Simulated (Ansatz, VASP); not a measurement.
This is a calculation of W for Ansatz 0.2.0.

input.yaml

```yaml
crystal:
  lattice:
    - [0.0, 2.03, 2.03]
    - [2.03, 0.0, 2.03]
    - [2.03, 2.03, 0.0]
  atoms:
    - { symbol: W, position: [0.0, 0.0, 0.0] }
hamiltonian:
  xc: pbe
  pseudopotentials: { kind: paw }
kpoints:
  mp_grid: { grid: [8, 8, 8] }
scf:
  occupations: { method: fermi_dirac, width: 0.05 }
output:
  forces: true
  stress: true
  eigenvalues: true
relax:
  f_tol: 0.01
  max_steps: 40
  cell: { stress_tol: 0.05 }
```

Potentials or basis: Ansatz PAW.

The run is started by

```console
$ ansatz run input.yaml --threads 2 --pin off --max-ram 5632MiB --backend cpu --events-out ev --progress --plain --runs-dir out
```

Q: Set up the same calculation for VASP 6.6.1. Potentials there: VASP PAW PBE potentials, release 64 (W_sv).

A: As run (the cutoff follows the program's own potentials):

INCAR

```
PREC = Accurate
ENCUT = 600
EDIFF = 1E-7
ISMEAR = -1
SIGMA = 0.05
LREAL = F
LASPH = T
NELM = 80
ALGO = Fast
ISIF = 3
LWAVE = F
LCHARG = F
GGA = PE
IBRION = 2
NSW = 40
EDIFFG = -0.005
```

File KPOINTS:

```
Automatic mesh
0
Gamma
  8 8 8
```

POSCAR

```
W
1.0
    0.0000000000      2.0300000000      2.0300000000
    2.0300000000      0.0000000000      2.0300000000
    2.0300000000      2.0300000000      0.0000000000
W
1
Direct
    0.0000000000      0.0000000000      0.0000000000
```

Potentials or basis: VASP PAW PBE potentials, release 64 (W_sv).

Launch:

```sh
$ cat potpaw_PBE.64/W_sv/POTCAR > POTCAR
$ mpirun -np 1 vasp_std > vasp.out
```

Both were run:

|  | VASP | Ansatz | Ansatz less VASP |
| --- | --- | --- | --- |
| gap on the k mesh at the Fermi level, each at its own relaxed structure (eV) | none | none | - |
| relaxed volume (Å³/atom) | 16.50 | 16.47 | -0.030 |
| relaxed cell length with the largest relative difference (Å) | 2.858 | 2.856 | -0.0017 |
| energy change over the relaxation (meV/atom) | -3 | -3 | -0.7 |

A gap of «none» marks a metal or a gap that the smearing closes.

Caveats: the plane-wave basis is chosen anew once the cell has moved, so the energies of steps on either side of that aren't comparable (Ansatz). Spin-orbit coupling is left out, which matters for the levels of W.
